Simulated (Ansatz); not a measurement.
**BaTiO3: the band gap up the ladder of functionals**

An exercise on one series of results from a longer session: the logs are not shown, and one member is left open.

Code: Ansatz 0.2.0. PAW datasets, plane waves. (Simulation; spin polarisation is off.)

## The structure to begin with

The cell was relaxed beforehand with r2SCAN.

Space group Pm-3m (No. 221), cubic; conventional cell a = 3.994 Å, 12.74 Å³ an atom. Ba has 12 O at 2.82 Å; Ti has 6 O at 2.00 Å; O has 2 Ti at 2.00 Å and 4 Ba at 2.82 Å.

Structure file:

Space group Pm-3m (No. 221). a = 3.994 Å, b = 3.994 Å, c = 3.994 Å, α = 90.00°, β = 90.00°, γ = 90.00°
| atom | site | symmetry | x | y | z |
| --- | --- | --- | --- | --- | --- |
| Ba | 1a | m-3m | 0.0000 | 0.0000 | 0.0000 |
| Ti | 1b | m-3m | 0.5000 | 0.5000 | 0.5000 |
| O | 3c | 4/mm.m | 0.5000 | 0.5000 | 0.0000 |

Set-up of the first run:

Input file input.yaml:

```yaml
crystal:
  lattice:
    - [3.9940965264, 0.0, 0.0]
    - [0.0, 3.9940965264, 0.0]
    - [0.0, 0.0, 3.9940965264]
  atoms:
    - { symbol: Ba, position: [0.0, 0.0, 0.0] }
    - { symbol: Ti, position: [0.5, 0.5, 0.5] }
    - { symbol: O, position: [0.5, 0.5, 0.0] }
    - { symbol: O, position: [0.5, 0.0, 0.5] }
    - { symbol: O, position: [0.0, 0.5, 0.5] }
kpoints:
  mp_grid: { grid: [6, 6, 6] }
  band_path:
    path:
      - [[0.0, 0.0, 0.0], [1.496188025303e-51, 0.5, -2.325111898042e-69], [0.5, 0.5, 4.821941411964e-35], [0.0, 0.0, 0.0], [0.5, 0.5, 0.5], [1.496188025303e-51, 0.5, -2.325111898042e-69]]
      - [[0.5, 0.5, 0.5], [0.5, 0.5, 4.821941411964e-35]]
    npoints: 10
hamiltonian:
  xc: pbe
scf:
  occupations: { method: fermi_dirac, width: 0.02 }
  n_extra_bands: 5
output:
  forces: true
  stress: true
  eigenvalues: true
```

Run with:

```bash
> ansatz run input.yaml --threads 2 --pin off --max-ram 29491MiB --backend cpu --events-out ev --progress --plain --runs-dir out
```

Steps of the session up to this table: Band structure with PBE; r2SCAN; HSE06; Single point with PBE+SOC; Single point with PBE0.

One of the session's tables, all rows but one given; the rest of the session is left out.

```
  level  gap (eV)
    PBE      1.82
 r2SCAN      2.17
  HSE06         ?
PBE+SOC      1.81
   PBE0      3.95
```

Estimate the missing values for HSE06.

As computed: gap (eV): 3.21. In the column «gap (eV)» it lies between r2SCAN (2.17) and PBE0 (3.95).

Meshes: PBE 6×6×6, r2SCAN 6×6×6, HSE06 4×4×4, PBE+SOC 6×6×6, PBE0 4×4×4

PBE+SOC gives the least gap, 1.81 eV, and PBE0 the largest, 3.95 eV. PBE reaches 57 % of the HSE06 value, and r2SCAN 68 %. PBE0 lies 0.74 eV above HSE06, which differs from it by screening the long-range exchange.

Limits of these values: Warnings in the runs' records: stress scf threshold loose, stress exchange threshold loose.
